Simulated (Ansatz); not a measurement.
Born–Oppenheimer molecular dynamics of a periodic cell of 16 atoms, C (start crystal C, start structure diamond, volume 1 times the crystal's). It goes on from the last frame of an earlier run, with new velocities.

All numbers below come from DFT PBE, scalar-relativistic, plane waves, PAW (Ansatz). Settings: accuracy low, cutoff 420 eV, k mesh 3x3x3, fermi-dirac smearing 0.002 eV, no spin polarisation.

| Quantity | Value |
| --- | --- |
| ensemble | NPT, Langevin |
| time step | 1.5 fs |
| steps asked | 140 |
| set temperature | 1400 K |
| friction | 0.005 /fs |
| pressure | 0 GPa |
| seed | 916680 |

Frames 3 fs apart, positions in Å, forces in eV/Å.

Velocities at 45.0 fs (Å/ps):

```
C -7.12 5.16 -9.86
C 2.67 -4.21 4.92
C 2.85 10.06 9.93
C -1.59 -16.50 22.22
C -10.05 9.49 9.38
C -9.50 -8.63 17.73
C 1.30 -9.96 -14.53
C -0.13 9.46 7.12
C -4.99 4.86 -9.06
C -13.91 -9.66 0.23
C 4.05 7.41 -17.97
C 1.43 12.17 -19.96
C 0.26 0.69 -3.16
C 8.22 3.25 -2.16
C 19.29 -12.07 1.54
C 17.43 3.94 -6.52
```

```xyz
16
Lattice="-0.0131 3.6226 3.6136 3.5679 -0.0236 3.6241 3.5820 3.6472 -0.0377" Properties=species:S:1:pos:R:3:forces:R:3 time_fs=45.0 energy_less_start_eV=-0.662 T=1428
C -0.340 -0.142 0.004 2.29 -1.85 2.58
C 0.690 0.611 0.974 -3.13 5.05 -3.24
C 1.633 1.592 0.045 -2.61 -0.27 -0.48
C 2.395 2.515 0.922 1.13 2.12 2.19
C 1.457 -0.245 1.767 4.70 -1.15 4.62
C 2.467 0.765 2.769 -3.44 -0.33 -0.19
C 3.358 1.746 1.970 -2.76 -4.39 -4.30
C 4.235 2.525 2.773 1.67 2.36 1.43
C -0.182 1.659 1.816 -2.48 -2.08 1.12
C 0.589 2.552 2.827 0.51 -0.92 -1.63
C 1.514 3.417 1.949 -0.39 0.57 -3.38
C 2.442 4.325 2.708 1.68 1.38 1.29
C 1.462 1.590 3.733 1.31 0.23 -1.30
C 2.370 2.449 4.566 2.07 2.26 -0.09
C 3.371 3.519 3.650 -2.16 -3.07 0.43
C 4.160 4.361 4.610 1.61 0.10 0.94
16
Lattice="-0.0173 3.6244 3.6135 3.5645 -0.0272 3.6235 3.5796 3.6495 -0.0423" Properties=species:S:1:pos:R:3:forces:R:3 time_fs=48.0 energy_less_start_eV=-1.057 T=1626
C -0.354 -0.133 -0.013 3.21 -3.19 4.15
C 0.685 0.619 0.975 -2.96 4.69 -3.40
C 1.630 1.620 0.072 -2.21 -1.33 -1.57
C 2.392 2.481 0.996 1.00 3.04 -0.54
C 1.442 -0.222 1.813 4.97 -1.43 3.23
C 2.423 0.744 2.818 -2.39 0.46 -2.81
C 3.346 1.697 1.911 -1.04 -2.26 -0.37
C 4.240 2.557 2.797 0.58 -0.59 -0.49
C -0.207 1.669 1.791 -1.88 -2.52 1.77
C 0.544 2.521 2.820 1.75 1.04 -2.09
C 1.514 3.444 1.889 -0.15 -0.16 -0.61
C 2.449 4.366 2.655 1.09 0.05 3.01
C 1.468 1.590 3.716 1.20 1.19 -0.75
C 2.395 2.466 4.559 0.85 2.51 -0.25
C 3.412 3.472 3.654 -3.77 -0.44 -0.03
C 4.207 4.374 4.590 -0.22 -1.05 0.75
16
Lattice="-0.0215 3.6264 3.6132 3.5632 -0.0307 3.6223 3.5784 3.6508 -0.0459" Properties=species:S:1:pos:R:3:forces:R:3 time_fs=51.0 energy_less_start_eV=-0.997 T=1602
C -0.345 -0.152 -0.005 2.45 -2.24 3.79
C 0.659 0.662 0.948 -1.15 2.04 -1.47
C 1.609 1.638 0.093 -1.27 -1.14 -1.99
C 2.396 2.475 1.067 0.35 2.49 -3.86
C 1.464 -0.204 1.881 2.74 -0.11 0.12
C 2.357 0.726 2.845 0.68 -0.47 -3.88
C 3.330 1.629 1.845 0.24 -0.03 3.02
C 4.250 2.587 2.818 0.30 -3.29 -1.95
C -0.245 1.670 1.775 -0.67 -2.15 1.65
C 0.511 2.498 2.794 2.52 2.22 -1.42
C 1.506 3.467 1.825 0.87 -0.46 2.28
C 2.465 4.407 2.618 -0.71 -1.42 3.86
C 1.486 1.597 3.687 0.10 1.99 0.31
C 2.424 2.504 4.550 -0.49 1.81 -0.32
C 3.419 3.425 3.651 -3.92 2.18 0.25
C 4.249 4.376 4.576 -2.04 -1.40 -0.38
16
Lattice="-0.0264 3.6288 3.6133 3.5616 -0.0339 3.6208 3.5776 3.6523 -0.0500" Properties=species:S:1:pos:R:3:forces:R:3 time_fs=54.0 energy_less_start_eV=-0.308 T=1195
C -0.317 -0.187 0.025 0.65 -0.59 2.28
C 0.623 0.721 0.912 0.37 -0.49 0.39
C 1.582 1.652 0.098 -0.42 -0.57 -2.09
C 2.402 2.485 1.099 0.57 1.35 -5.59
C 1.498 -0.183 1.945 0.15 -0.09 -2.92
C 2.292 0.707 2.845 4.50 -0.86 -2.98
C 3.315 1.561 1.806 0.63 1.75 4.23
C 4.265 2.597 2.823 -0.39 -4.12 -2.12
C -0.285 1.660 1.768 0.66 -0.77 1.04
C 0.497 2.491 2.757 2.90 2.55 -0.25
C 1.507 3.490 1.776 1.41 -1.09 4.35
C 2.469 4.434 2.605 -2.06 -2.46 4.10
C 1.504 1.619 3.663 -1.20 2.04 0.94
C 2.449 2.551 4.534 -1.81 0.40 0.27
C 3.397 3.399 3.648 -2.48 3.44 -0.24
C 4.277 4.365 4.562 -3.46 -0.49 -1.43
16
Lattice="-0.0305 3.6300 3.6141 3.5603 -0.0376 3.6211 3.5769 3.6537 -0.0542" Properties=species:S:1:pos:R:3:forces:R:3 time_fs=57.0 energy_less_start_eV=0.300 T=993
C -0.282 -0.226 0.067 -0.75 0.61 0.50
C 0.591 0.776 0.879 0.96 -2.37 1.70
C 1.554 1.660 0.086 0.43 0.00 -1.84
C 2.411 2.501 1.090 1.13 0.14 -5.26
C 1.536 -0.160 1.990 -2.57 -2.03 -5.56
C 2.256 0.689 2.819 7.19 1.06 -0.02
C 3.303 1.499 1.804 0.55 3.44 3.64
C 4.279 2.582 2.814 -1.55 -3.14 -1.69
C -0.324 1.638 1.765 1.89 1.18 0.72
C 0.507 2.501 2.722 2.64 2.03 0.77
C 1.514 3.500 1.759 1.22 -1.50 4.73
C 2.457 4.444 2.624 -2.46 -2.89 3.43
C 1.512 1.652 3.649 -1.52 1.04 0.73
C 2.469 2.602 4.523 -3.28 -1.56 1.23
C 3.366 3.399 3.653 -0.17 3.51 -1.52
C 4.281 4.351 4.547 -3.69 0.48 -1.57
16
Lattice="-0.0340 3.6309 3.6131 3.5593 -0.0419 3.6209 3.5752 3.6547 -0.0578" Properties=species:S:1:pos:R:3:forces:R:3 time_fs=60.0 energy_less_start_eV=0.215 T=1016
C -0.253 -0.260 0.116 -1.29 1.63 -1.44
C 0.566 0.813 0.856 1.21 -3.39 2.64
C 1.530 1.667 0.060 1.01 0.11 -1.05
C 2.427 2.519 1.048 0.98 -0.86 -3.32
C 1.555 -0.151 1.998 -3.71 -3.34 -6.42
C 2.264 0.682 2.790 7.18 2.64 2.28
C 3.294 1.457 1.826 0.67 4.60 2.00
C 4.279 2.547 2.794 -2.39 -1.37 -1.58
C -0.345 1.623 1.768 2.21 2.38 0.79
C 0.536 2.523 2.693 1.83 1.14 1.57
C 1.523 3.494 1.776 0.23 -1.02 2.93
C 2.426 4.437 2.665 -1.60 -2.40 1.76
C 1.506 1.693 3.635 -0.90 -0.53 0.47
C 2.475 2.644 4.521 -4.25 -3.04 1.78
C 3.337 3.422 3.648 1.26 2.67 -2.17
C 4.257 4.340 4.515 -2.42 0.77 -0.23
16
Lattice="-0.0370 3.6322 3.6122 3.5580 -0.0447 3.6199 3.5730 3.6549 -0.0597" Properties=species:S:1:pos:R:3:forces:R:3 time_fs=63.0 energy_less_start_eV=-0.603 T=1417
C -0.238 -0.274 0.154 -0.96 2.60 -3.48
C 0.549 0.819 0.854 1.55 -3.20 3.46
C 1.509 1.673 0.033 1.30 -0.34 0.16
C 2.454 2.529 0.990 -0.60 -1.26 -0.46
C 1.543 -0.159 1.961 -2.14 -1.84 -4.21
C 2.321 0.693 2.774 3.16 1.04 2.05
C 3.288 1.444 1.861 1.37 4.90 -0.21
C 4.258 2.501 2.769 -2.51 0.81 -1.82
C -0.350 1.628 1.780 1.64 2.46 0.92
C 0.578 2.560 2.679 0.37 -0.19 1.85
C 1.533 3.480 1.811 -0.55 -0.26 0.30
C 2.380 4.417 2.718 0.19 -1.16 -0.59
C 1.488 1.735 3.617 0.33 -2.14 0.73
C 2.451 2.660 4.524 -3.68 -3.12 1.41
C 3.312 3.463 3.630 0.90 0.62 -1.37
C 4.210 4.335 4.484 -0.38 1.08 1.26
16
Lattice="-0.0395 3.6342 3.6112 3.5561 -0.0470 3.6186 3.5687 3.6543 -0.0596" Properties=species:S:1:pos:R:3:forces:R:3 time_fs=66.0 energy_less_start_eV=-0.711 T=1494
C -0.226 -0.268 0.175 -0.61 3.35 -4.89
C 0.547 0.804 0.871 1.84 -1.97 3.79
C 1.494 1.683 0.005 1.17 -1.03 1.46
C 2.474 2.528 0.936 -2.19 -1.24 1.91
C 1.522 -0.184 1.900 -0.35 0.52 -1.17
C 2.405 0.710 2.776 -1.76 -1.24 1.41
C 3.289 1.463 1.893 2.00 4.41 -2.53
C 4.222 2.465 2.736 -1.79 2.54 -1.52
C -0.339 1.659 1.799 0.80 1.55 0.73
C 0.620 2.605 2.679 -1.32 -1.93 1.93
C 1.539 3.466 1.851 -0.70 0.58 -2.25
C 2.335 4.385 2.769 1.81 0.73 -2.68
C 1.471 1.761 3.604 1.46 -3.20 1.29
C 2.401 2.659 4.540 -1.67 -2.70 0.11
C 3.295 3.509 3.602 -0.22 -1.89 0.27
C 4.161 4.338 4.463 1.52 1.52 2.15
16
Lattice="-0.0431 3.6358 3.6103 3.5542 -0.0494 3.6165 3.5637 3.6516 -0.0589" Properties=species:S:1:pos:R:3:forces:R:3 time_fs=69.0 energy_less_start_eV=-0.229 T=1194
C -0.212 -0.241 0.159 -0.97 3.05 -4.30
C 0.561 0.779 0.916 1.64 -0.43 2.72
C 1.485 1.689 -0.007 0.78 -1.49 1.86
C 2.474 2.519 0.897 -2.51 -0.41 2.73
C 1.500 -0.205 1.835 -0.05 1.89 1.74
C 2.477 0.722 2.794 -4.53 -2.11 0.77
C 3.299 1.506 1.913 1.21 2.69 -4.29
C 4.172 2.441 2.699 0.20 4.03 -0.12
C -0.325 1.704 1.817 0.06 0.11 0.61
C 0.648 2.638 2.690 -2.64 -3.19 1.68
C 1.534 3.450 1.869 -0.18 1.56 -3.64
C 2.305 4.355 2.801 2.21 2.47 -3.96
C 1.463 1.763 3.600 1.90 -3.61 1.79
C 2.334 2.642 4.561 1.11 -2.32 -1.46
C 3.282 3.551 3.574 -0.98 -3.95 1.62
C 4.122 4.343 4.457 2.76 1.70 2.25
16
Lattice="-0.0462 3.6371 3.6073 3.5525 -0.0503 3.6114 3.5589 3.6476 -0.0567" Properties=species:S:1:pos:R:3:forces:R:3 time_fs=72.0 energy_less_start_eV=-0.152 T=1149
C -0.200 -0.190 0.112 -1.40 1.36 -1.79
C 0.587 0.750 0.983 0.61 1.28 0.02
C 1.487 1.687 0.006 0.10 -1.57 1.15
C 2.458 2.507 0.878 -1.65 1.02 2.36
C 1.479 -0.210 1.783 -0.02 1.86 4.34
C 2.511 0.723 2.816 -4.70 -1.07 -0.94
C 3.319 1.560 1.896 -1.19 -0.02 -4.12
C 4.123 2.445 2.676 2.64 4.92 1.77
C -0.307 1.746 1.839 -0.65 -1.36 0.48
C 0.662 2.647 2.712 -2.97 -3.07 0.81
C 1.526 3.442 1.863 0.12 1.93 -3.53
C 2.295 4.340 2.804 1.92 3.48 -3.90
C 1.469 1.738 3.600 1.64 -3.23 2.08
C 2.276 2.611 4.573 3.49 -1.85 -2.29
C 3.269 3.573 3.556 -0.95 -4.65 2.29
C 4.103 4.357 4.473 3.03 0.97 1.27
16
Lattice="-0.0495 3.6383 3.6048 3.5518 -0.0502 3.6055 3.5548 3.6421 -0.0532" Properties=species:S:1:pos:R:3:forces:R:3 time_fs=75.0 energy_less_start_eV=-0.509 T=1384
C -0.195 -0.131 0.050 -0.94 -1.05 1.51
C 0.618 0.726 1.049 -1.46 3.35 -3.49
C 1.490 1.677 0.035 -0.31 -1.32 0.03
C 2.431 2.503 0.879 -0.60 2.14 1.33
C 1.467 -0.194 1.754 1.14 -0.03 6.07
C 2.509 0.715 2.827 -3.87 0.61 -2.98
C 3.332 1.611 1.841 -2.54 -1.21 -1.70
C 4.093 2.481 2.675 3.35 3.86 2.19
C -0.305 1.779 1.864 -0.72 -2.95 0.41
C 0.658 2.626 2.740 -2.06 -1.40 -0.52
C 1.520 3.448 1.832 -0.25 1.38 -1.81
C 2.304 4.345 2.781 1.21 3.46 -2.89
C 1.488 1.690 3.617 0.53 -2.16 1.47
C 2.247 2.565 4.572 4.46 -0.18 -1.89
C 3.252 3.561 3.549 -0.46 -3.86 2.57
C 4.103 4.379 4.497 2.51 -0.63 -0.30
16
Lattice="-0.0507 3.6383 3.6028 3.5527 -0.0493 3.6013 3.5516 3.6357 -0.0482" Properties=species:S:1:pos:R:3:forces:R:3 time_fs=78.0 energy_less_start_eV=-0.808 T=1614
C -0.201 -0.080 -0.004 0.11 -3.19 3.80
C 0.643 0.721 1.086 -3.04 4.55 -5.84
C 1.496 1.652 0.067 -0.43 -0.22 -1.06
C 2.406 2.513 0.892 -0.12 2.40 -0.15
C 1.464 -0.170 1.767 2.48 -2.32 6.00
C 2.479 0.710 2.815 -2.72 1.43 -3.98
C 3.326 1.653 1.773 -1.93 -0.62 1.71
C 4.090 2.543 2.687 2.57 0.86 1.21
C -0.309 1.792 1.892 -0.43 -4.20 0.05
C 0.635 2.583 2.766 -0.50 1.06 -1.32
C 1.514 3.469 1.786 -0.55 0.37 0.69
C 2.332 4.368 2.742 0.27 2.12 -1.08
C 1.516 1.627 3.651 -1.12 -0.49 -0.10
C 2.254 2.510 4.562 4.19 2.43 -0.60
C 3.236 3.514 3.558 -0.22 -1.83 2.08
C 4.120 4.400 4.517 1.43 -2.35 -1.40
```

Of the whole run (210 fs, mean temperature of the second half 1278 K): The conserved energy stayed within 2.6 meV per atom of its start (net change 0.099 meV per atom), so there is no drift, though single steps change it by up to 24 meV in the whole system, a sign of fast motions only just resolved. A run of 0.21 ps of so small a system gives no equilibrium averages. The smearing is very narrow for this mesh. Limits of this set-up: low accuracy level. The cell's volume went from 91 to 95 Å³.

Time of the run: 11 min on 1 CPU thread of a shared host.
